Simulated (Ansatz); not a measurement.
# Mo (Im-3m) in Ansatz: notebook

The runs below take Mo through relaxation of cell and atoms, with LDA, PBE.

Program: Ansatz 0.2.0. These are calculated values, not measurements. Logs are shortened: lines on timing, memory, paths and dates and some standing lists are left out, and cuts for length are marked.

### 1 The crystal as given

The structure is cubic, space group Im-3m (No. 229). The conventional cell has a = 3.168 Å, b = 3.168 Å, c = 3.168 Å, α = 90.00°, β = 90.00°, γ = 90.00°. Mo (site symmetry m-3m) has 8 Mo at 2.74 Å as nearest neighbours.

### 2 Relaxation of cell and atoms, LDA

File input.yaml:

```yaml
crystal:
  lattice:
    - [-1.5838089719, 1.5838089719, 1.5838089719]
    - [1.5838089719, -1.5838089719, 1.5838089719]
    - [1.5838089719, 1.5838089719, -1.5838089719]
  atoms:
    - { symbol: Mo, position: [0.0, 0.0, 0.0] }
kpoints:
  mp_grid: { grid: [12, 12, 12] }
scf:
  occupations: { method: fermi_dirac, width: 0.05 }
hamiltonian:
  xc: lda
  pseudopotentials: { kind: all_electron, lapw: { basis_error: 0.001 } }
output:
  forces: true
  stress: true
relax:
  f_tol: 0.02
  max_steps: 60
  cell: {}
```

Potentials or basis: all-electron LAPW, scalar-relativistic.

Command:

```sh
$ ansatz run input.yaml --threads 1 --pin off --max-ram 3072MiB --backend cpu --events-out ev --progress --plain --runs-dir out
```

Log:

```text
Warning: RAYON_NUM_THREADS=1 ignored (pool sized by the plan → 1); use --threads N
The last accepted step is kept in <dir> (removed where the run ends without a failure and the disk answers)
LAPW: plane waves up to 8.329 Å⁻¹, error target 1.0e-3 eV per atom; small_component_spin mean_spin; Mo in spheres of 1.330 Å, 30 of its electrons in bands, Dirac shells [] (how accurate: hamiltonian.pseudopotentials.lapw.basis_error, Limitations)
Engine: ansatz 0.2.0, aarch64-unknown-linux-gnu
Pseudopotentials: kind: all_electron
Pseudopotential: Mo, LAPW, valence charge 30, lapw/all_electron/scalar/gaussian/Mo, Koelling and Harmon's equation, gaussian nucleus
Functional definition: SPW92
  exchange = slater_x
  correlation = pw_c
Crystal: 1 atoms, lattice volume = 15.892 Å³
Basis set: ecut = 264.28659275586494 eV, 141 PW (Γ), exchange–correlation at level 2
Bands: 19, of which v1, the nominal top of the filled ones, is band 15 counted from 1 (14 counted from 0)
Symmetry: 48 space group operations
Space group: Im-3m (ITA 229), of the structure as read, at distance tolerance 2.5e-5 Å
k-points: 72 of 1728
Non-local potential: Mo, projectors of the file, none
Initial density: superposition of atomic densities (chi_scale 0.1, normalization cell)
Initial wavefunctions: plane waves of lowest kinetic energy (no species holds an atomic orbital)
Functional: x = slater, c = lda
iter 1 solved again at ethr=1.21e-3 eV; its pass at ethr=1.00e-1 eV (dr2=3.64e-1 eV) is discarded
SCF iter   1: F=—  HF=-110065.491141 eV  |F-HF|=—  |Δ(HF+E_count)|=         —  Δρ=6.01e-2  dr2=3.65e-1  ethr=1.21e-3  ⟨swp⟩=2.2  Hψ=8367  notcnv=0
preconditioner: auto → Kerker (q_TF=auto, 3.033 Å⁻¹)  [metal: Δε(μ)=0.077 eV  Ē_g=8.518 eV  σ=0.050 eV  W_gap=0.35  n_scr=12 (ndim 8)  ℏωp=22.8 eV  f_vac=0.000  D(μ)=0.57/eV (n_scr^D=0)]
SCF iter   2: F=—  HF=-110064.829785 eV  |F-HF|=—  |Δ(HF+E_count)|=   6.61e-1  Δρ=2.47e-2  dr2=7.29e-2  ethr=1.21e-3  ⟨swp⟩=2.1  Hψ=4256  notcnv=0
SCF iter   3: F=—  HF=-110064.802397 eV  |F-HF|=—  |Δ(HF+E_count)|=         —  Δρ=1.44e-2  dr2=2.92e-2  ethr=2.43e-4  ⟨swp⟩=2.0  Hψ=3898  notcnv=0
the basis was enlarged: its passes take 548.7 KiB over the memory plan, 1 of 1 planned eigensolver slots
SCF iter   4: F=—  HF=-110064.799662 eV  |F-HF|=—  |Δ(HF+E_count)|=   2.73e-3  Δρ=5.37e-3  dr2=5.02e-3  ethr=9.74e-5  ⟨swp⟩=2.0  Hψ=3766  notcnv=0
iter 5 solved again at ethr=8.11e-7 eV; its pass at ethr=1.67e-5 eV (dr2=2.43e-4 eV) is discarded
SCF iter   5: F=—  HF=-110064.800116 eV  |F-HF|=—  |Δ(HF+E_count)|=   4.54e-4  Δρ=1.28e-3  dr2=2.43e-4  ethr=8.11e-7  ⟨swp⟩=2.0  Hψ=6722  notcnv=0
SCF iter   6: F=—  HF=-110064.800097 eV  |F-HF|=—  |Δ(HF+E_count)|=   1.88e-5  Δρ=3.18e-4  dr2=8.16e-6  ethr=8.09e-7  ⟨swp⟩=2.0  Hψ=3972  notcnv=0
SCF iter   7: F=-110064.800098 eV  HF=-110064.800098 eV  |F-HF|=2.71e-8  |Δ(HF+E_count)|=   5.98e-7  Δρ=2.02e-5  dr2=2.29e-8  ethr=2.72e-8  ⟨swp⟩=2.0  Hψ=3974  notcnv=0  defer=1
SCF 1 converged in 7 iterations: F = -110064.800098 eV  dr2 = 2.29e-8
relax step   1: F+E_penalty+E_count = -110064.80009798 eV  Δ(F+E_penalty+E_count) = +0.000e0 eV  max|allowed force component| = 0.000e0 eV/Å  Δτ_max = 0.0000 Å  P = -14.137 GPa  Ω = 15.892 Å³  (7 SCF iters, accepted)
Crystal: 1 atoms, lattice volume = 13.629 Å³
Basis set: ecut = 292.77553051454015 eV, 141 PW (Γ), exchange–correlation at level 2
Initial density: handed on by an earlier stage of this run
Initial wavefunctions: those handed on with the density
iter 1 solved again at ethr=7.09e-6 eV; its pass at ethr=1.00e-1 eV (dr2=2.13e-3 eV) is discarded
SCF iter   1: F=—  HF=-110064.703347 eV  |F-HF|=—  |Δ(HF+E_count)|=         —  Δρ=5.44e-3  dr2=2.12e-3  ethr=7.09e-6  ⟨swp⟩=4.1  Hψ=7356  notcnv=0
preconditioner: auto → Kerker (q_TF=auto, 3.112 Å⁻¹)  [metal: Δε(μ)=0.149 eV  Ē_g=9.502 eV  σ=0.050 eV  W_gap=0.48  n_scr=12 (ndim 8)  ℏωp=24.6 eV  f_vac=0.000  D(μ)=0.37/eV (n_scr^D=0)]
iter 2 solved again at ethr=4.10e-7 eV; its pass at ethr=7.08e-6 eV (dr2=1.23e-4 eV) is discarded
SCF iter   2: F=—  HF=-110064.689157 eV  |F-HF|=—  |Δ(HF+E_count)|=   1.42e-2  Δρ=1.32e-3  dr2=1.23e-4  ethr=4.10e-7  ⟨swp⟩=2.0  Hψ=6879  notcnv=0
SCF iter   3: F=—  HF=-110064.688782 eV  |F-HF|=—  |Δ(HF+E_count)|=   3.75e-4  Δρ=7.23e-4  dr2=3.76e-5  ethr=4.10e-7  ⟨swp⟩=2.0  Hψ=3971  notcnv=0
SCF iter   4: F=—  HF=-110064.688752 eV  |F-HF|=—  |Δ(HF+E_count)|=   2.94e-5  Δρ=3.01e-4  dr2=6.96e-6  ethr=1.25e-7  ⟨swp⟩=2.0  Hψ=3971  notcnv=0
SCF iter   5: F=—  HF=-110064.688752 eV  |F-HF|=—  |Δ(HF+E_count)|=   1.41e-7  Δρ=8.77e-5  dr2=8.00e-7  ethr=2.32e-8  ⟨swp⟩=2.0  Hψ=3971  notcnv=0
SCF iter   6: F=-110064.688752 eV  HF=-110064.688752 eV  |F-HF|=1.59e-8  |Δ(HF+E_count)|=   5.36e-8  Δρ=1.81e-5  dr2=4.10e-8  ethr=2.67e-9  ⟨swp⟩=2.0  Hψ=3971  notcnv=0
SCF 2 converged in 6 iterations: F = -110064.688752 eV  dr2 = 4.10e-8
relax step   2: F+E_penalty+E_count = -110064.68875205 eV  Δ(F+E_penalty+E_count) = +1.113e-1 eV  max|allowed force component| = 0.000e0 eV/Å  Δτ_max = 0.0000 Å  P = +36.390 GPa  Ω = 13.629 Å³  (6 SCF iters, rejected (line search))
Crystal: 1 atoms, lattice volume = 15.187 Å³
Basis set: ecut = 272.40475225433045 eV, 141 PW (Γ), exchange–correlation at level 2
iter 1 solved again at ethr=3.99e-6 eV; its pass at ethr=1.00e-1 eV (dr2=1.20e-3 eV) is discarded
SCF iter   1: F=—  HF=-110064.845016 eV  |F-HF|=—  |Δ(HF+E_count)|=         —  Δρ=3.73e-3  dr2=1.20e-3  ethr=3.99e-6  ⟨swp⟩=4.5  Hψ=7383  notcnv=0
preconditioner: auto → Kerker (q_TF=auto, 3.056 Å⁻¹)  [metal: Δε(μ)=0.102 eV  Ē_g=8.611 eV  σ=0.050 eV  W_gap=0.43  n_scr=12 (ndim 8)  ℏωp=23.3 eV  f_vac=0.000  D(μ)=0.26/eV (n_scr^D=0)]
iter 2 solved again at ethr=2.29e-7 eV; its pass at ethr=3.99e-6 eV (dr2=6.88e-5 eV) is discarded
SCF iter   2: F=—  HF=-110064.837704 eV  |F-HF|=—  |Δ(HF+E_count)|=   7.31e-3  Δρ=8.83e-4  dr2=6.88e-5  ethr=2.29e-7  ⟨swp⟩=2.0  Hψ=6847  notcnv=0
preconditioner: auto → none  [insulator: Δε(μ)=0.133 eV  Ē_g=8.581 eV  σ=0.050 eV  W_gap=0.55  n_scr=12 (ndim 8)  ℏωp=23.3 eV  f_vac=0.000  D(μ)=0.25/eV (n_scr^D=0)  ε∞_Penn≈8.4]
SCF iter   3: F=—  HF=-110064.837525 eV  |F-HF|=—  |Δ(HF+E_count)|=   1.79e-4  Δρ=3.63e-4  dr2=1.12e-5  ethr=2.29e-7  ⟨swp⟩=2.0  Hψ=3972  notcnv=0
SCF iter   4: F=—  HF=-110064.837509 eV  |F-HF|=—  |Δ(HF+E_count)|=   1.61e-5  Δρ=5.90e-5  dr2=2.45e-7  ethr=3.72e-8  ⟨swp⟩=2.0  Hψ=3972  notcnv=0
SCF iter   5: F=-110064.837508 eV  HF=-110064.837508 eV  |F-HF|=5.68e-10  |Δ(HF+E_count)|=   1.68e-7  Δρ=5.32e-6  dr2=1.58e-9  ethr=8.15e-10  ⟨swp⟩=2.0  Hψ=3972  notcnv=0
SCF 3 converged in 5 iterations: F = -110064.837508 eV  dr2 = 1.58e-9
relax step   3: F+E_penalty+E_count = -110064.83750842 eV  Δ(F+E_penalty+E_count) = -3.741e-2 eV  max|allowed force component| = 0.000e0 eV/Å  Δτ_max = 0.0000 Å  P = -2.380 GPa  Ω = 15.187 Å³  (5 SCF iters, accepted)
Crystal: 1 atoms, lattice volume = 15.051 Å³
Basis set: ecut = 274.03340158211955 eV, 141 PW (Γ), exchange–correlation at level 2
iter 1 solved again at ethr=2.95e-9 eV; its pass at ethr=1.00e-1 eV (dr2=8.84e-7 eV) is discarded
SCF iter   1: F=—  HF=-110064.838471 eV  |F-HF|=—  |Δ(HF+E_count)|=         —  Δρ=2.67e-4  dr2=5.95e-6  ethr=2.95e-9  ⟨swp⟩=5.2  Hψ=7804  notcnv=0
eigensolver tolerance schedule calibrated: the retry pair's looser diagonalisation under-reported the residual by θ = 0.85 (0.11/decade); ethr = c·dr2/N_el runs at the constant in force after the calibration composes with the one it found (an armed cap, an earlier calibration), c = 7.8e-2
preconditioner: auto → none  [insulator: Δε(μ)=0.158 eV  Ē_g=8.653 eV  σ=0.050 eV  W_gap=0.63  n_scr=12 (ndim 8)  ℏωp=23.4 eV  f_vac=0.000  D(μ)=0.24/eV (n_scr^D=0)  ε∞_Penn≈8.3]
SCF iter   2: F=—  HF=-110064.838427 eV  |F-HF|=—  |Δ(HF+E_count)|=   4.49e-5  Δρ=5.99e-5  dr2=3.36e-7  ethr=2.95e-9  ⟨swp⟩=3.0  Hψ=4195  notcnv=0
SCF iter   3: F=—  HF=-110064.838426 eV  |F-HF|=—  |Δ(HF+E_count)|=   7.46e-7  Δρ=2.84e-5  dr2=7.63e-8  ethr=8.76e-10  ⟨swp⟩=2.0  Hψ=3971  notcnv=0
iter 4 solved again at ethr=7.76e-12 eV; its pass at ethr=1.99e-10 eV (dr2=2.98e-9 eV) is discarded
SCF iter   4: F=-110064.838426 eV  HF=-110064.838426 eV  |F-HF|=3.06e-10  |Δ(HF+E_count)|=   8.10e-8  Δρ=5.38e-6  dr2=2.95e-9  ethr=7.76e-12  ⟨swp⟩=2.0  Hψ=6718  notcnv=0
SCF 4 converged in 4 iterations: F = -110064.838426 eV  dr2 = 2.95e-9
relax step   4: F+E_penalty+E_count = -110064.83842571 eV  Δ(F+E_penalty+E_count) = -9.173e-4 eV  max|allowed force component| = 0.000e0 eV/Å  Δτ_max = 0.0000 Å  P = +0.226 GPa  Ω = 15.051 Å³  (4 SCF iters, accepted)
Crystal: 1 atoms, lattice volume = 15.063 Å³
Basis set: ecut = 273.8921712778025 eV, 141 PW (Γ), exchange–correlation at level 2
iter 1 solved again at ethr=2.62e-11 eV; its pass at ethr=1.00e-1 eV (dr2=7.86e-9 eV) is discarded
SCF iter   1: F=—  HF=-110064.838434 eV  |F-HF|=—  |Δ(HF+E_count)|=         —  Δρ=2.70e-5  dr2=6.58e-8  ethr=2.62e-11  ⟨swp⟩=5.9  Hψ=7755  notcnv=0
preconditioner: auto → none  [insulator: Δε(μ)=0.153 eV  Ē_g=8.649 eV  σ=0.050 eV  W_gap=0.62  n_scr=12 (ndim 8)  ℏωp=23.4 eV  f_vac=0.000  D(μ)=0.24/eV (n_scr^D=0)  ε∞_Penn≈8.3]
SCF iter   2: F=-110064.838434 eV  HF=-110064.838434 eV  |F-HF|=8.43e-9  |Δ(HF+E_count)|=   3.50e-7  Δρ=3.59e-6  dr2=1.03e-9  ethr=2.62e-11  ⟨swp⟩=3.0  Hψ=4196  notcnv=0
SCF 5 converged in 2 iterations: F = -110064.838434 eV  dr2 = 1.03e-9
relax step   5: F+E_penalty+E_count = -110064.83843380 eV  Δ(F+E_penalty+E_count) = -8.092e-6 eV  max|allowed force component| = 0.000e0 eV/Å  Δτ_max = 0.0000 Å  P = -0.003 GPa  Ω = 15.063 Å³  (2 SCF iters, accepted)
iter 1 solved again at ethr=2.71e-11 eV; its pass at ethr=1.00e-1 eV (dr2=8.14e-9 eV) is discarded
SCF iter   1: F=—  HF=-110064.838434 eV  |F-HF|=—  |Δ(HF+E_count)|=         —  Δρ=3.59e-6  dr2=1.03e-9  ethr=2.71e-11  ⟨swp⟩=7.1  Hψ=8399  notcnv=0
SCF iter   2: F=-110064.838434 eV  HF=-110064.838434 eV  |F-HF|=6.98e-10  |Δ(HF+E_count)|=   2.27e-9  Δρ=1.69e-6  dr2=2.28e-10  ethr=4.44e-12 (applied; sched 3.43e-12)  ⟨swp⟩=2.0  Hψ=3971  notcnv=0
SCF 6 converged in 2 iterations: F = -110064.838434 eV  dr2 = 2.28e-10
relax step   6: F+E_penalty+E_count = -110064.83843409 eV  Δ(F+E_penalty+E_count) = -2.928e-7 eV  max|allowed force component| = 0.000e0 eV/Å  Δτ_max = 0.0000 Å  P = -0.003 GPa  Ω = 15.063 Å³  stress off target by 3.11e-3 GPa  SCF on the basis re-selected at this cell (its energy is not comparable with the rows above)  (2 SCF iters)
basis re-selected at this cell: Δ(F+E_penalty+E_count) = -2.928e-7 eV, ΔP = -0.000 GPa vs the last step (what re-selecting the basis moved, after the strain that the cell walked since its last selection, with what the two solves' SCF thresholds leave and, on support functions, any second-order correction that the steps lacked; it is no measure of the basis error at this ecutwfc). This SCF's stress stands 3.11e-3 GPa from its target on what of the cell is left free (relax.cell.stress_tol is 5.00e-2 GPa) and its largest allowed force component is 0.00e0 eV/Å (relax.f_tol is 2.00e-2 eV/Å): within both
SCF converged after 2 iterations
Free energy (F): -110064.838434 eV
Harris-Foulkes:  -110064.838434 eV  (|F-HF|=6.98e-10)
Internal energy: -110064.836354 eV  (E = F + TS)
E sigma→0 (E₀):  -110064.837394 eV
Entropy (-TS):   -0.002080 eV (-2.080 meV/atom)
Fermi energy:    24.122570 eV
--- Per-component energies (eV) ---
  E_band       = -4053.477843
  E_kinetic    = 114027.773115
  E_xc         = -3257.172188
  E_electrostatic = -220835.437280  (all electrons and nuclei)
  E_smearing   = -0.002080  (= −TS)
  E_closure    = 0.000000  (closes the sum)
  E_atoms      = -110052.640327  (free atoms, spherical and without spin; not in F)
  Σ components = -110064.838434   (vs F -110064.838434, Δ=0.00e0)
  Basis errors (estimates in eV, not in F): energy 2.4e-4 per atom: plane waves 2.2e-4 (1.2e-4 summed), levels above the bands 3.8e-84, relativity 8.8e-9, radial functions 2.7e-5, core shells 6.0e-7; eigenvalues (radial functions only) 1.5e-6; not estimated: angular momenta, meshes, grids; target (lapw.basis_error) 1.0e-3; muffin-tin radii Mo 1.307 Å
--- Forces (eV/Å), atoms counted from 1 ---
  atom   1  Mo     0.00000000     0.00000000    -0.00000000
  max |Σ_I F_I| component: 3.12e-31 eV/Å
--- Stress (GPa, compression-positive) ---
       -0.003115      -0.000000      -0.000000
       -0.000000      -0.003115       0.000000
       -0.000000       0.000000      -0.003115
  P = ⅓ Tr σ = -0.0031 GPa (-0.031 kbar)
--- Relaxed structure (5 steps of the walk, 4 accepted, 1 SCFs on fresh bases) ---
  F+E_penalty+E_count = -110064.83843409 eV   max|allowed force component| = 0.000e0 eV/Å   (the final SCF, on the basis selected at the relaxed cell)
  cell:  # Å, volume = 15.0630 Å³
    - [-1.5557884941739846, 1.5557884941739846, 1.5557884941739846]
    - [1.5557884941739846, -1.5557884941739846, 1.5557884941739846]
    - [1.5557884941739846, 1.5557884941739846, -1.5557884941739846]
  atoms:
    - { symbol: Mo, position: [0.0, 0.0, 0.0] }
```

Wall time 20 s (1 thread of Arm Neoverse V1, shared host); peak memory 0.27 GiB.

What came out:

```yaml
Free_energy: -110064.8384 eV
Relaxed_volume: 15.06 Å³/atom
Relaxed_cell: a = 2.695 Å, b = 2.695 Å, c = 2.695 Å, α = 109.47°, β = 109.47°, γ = 109.47°
Space_group_after_relaxing_to_0.05_Å: Im-3m (No. 229)
Energy_gained_by_relaxing: 38.3 meV/atom
Ionic_steps: 5
Pressure_after_relaxing: 0.0 GPa
```

The path:
```
step  energy change (eV)  largest force (eV/Å)  volume (Å³)
   1              0.0000                0.0000        15.89
   2             -0.0374                0.0000        15.19
   3             -0.0383                0.0000        15.05
   4             -0.0383                0.0000        15.06
   5             -0.0383                0.0000        15.06
```

Final structure:
```yaml
crystal:
  lattice:
    - [-1.55579, 1.55579, 1.55579]
    - [1.55579, -1.55579, 1.55579]
    - [1.55579, 1.55579, -1.55579]
  atoms:
    - { symbol: Mo, position: [0.00000, 0.00000, 0.00000] }
```

### 3 Relaxation of cell and atoms, PBE

Changes to input.yaml since step 2:

```diff
@@ -12,3 +12,3 @@
 hamiltonian:
-  xc: lda
+  xc: pbe
   pseudopotentials: { kind: all_electron, lapw: { basis_error: 0.001 } }
```

Potentials or basis: all-electron LAPW, scalar-relativistic.

Command:

```sh
$ ansatz run input.yaml --threads 1 --pin off --max-ram 3072MiB --backend cpu --events-out ev --progress --plain --runs-dir out
```

Run time: 14 s. Hardware: 1 thread of Arm Neoverse V1, shared host; peak memory 0.27 GiB.

Results (log left out):

```yaml
Free_energy: -110177.8635 eV
Relaxed_volume: 15.78 Å³/atom
Relaxed_cell: a = 2.737 Å, b = 2.737 Å, c = 2.737 Å, α = 109.47°, β = 109.47°, γ = 109.47°
Space_group_after_relaxing_to_0.05_Å: Im-3m (No. 229)
Energy_gained_by_relaxing: 0.7 meV/atom
Ionic_steps: 3
Pressure_after_relaxing: 0.0 GPa
```

Step by step:
```tsv
step	energy change (eV)	largest force (eV/Å)	volume (Å³)
1	0.0000	0.0000	15.89
2	-0.0007	0.0000	15.78
3	-0.0007	0.0000	15.78
```

Final structure:
```cif
data_structure
_symmetry_space_group_name_H-M 'P 1'
_symmetry_Int_Tables_number 1
_cell_length_a 2.7368
_cell_length_b 2.7368
_cell_length_c 2.7368
_cell_angle_alpha 109.471
_cell_angle_beta 109.471
_cell_angle_gamma 109.471
_cell_volume 15.78
loop_
_atom_site_label
_atom_site_type_symbol
_atom_site_fract_x
_atom_site_fract_y
_atom_site_fract_z
_atom_site_occupancy
Mo1 Mo 0.00000 0.00000 0.00000 1
```
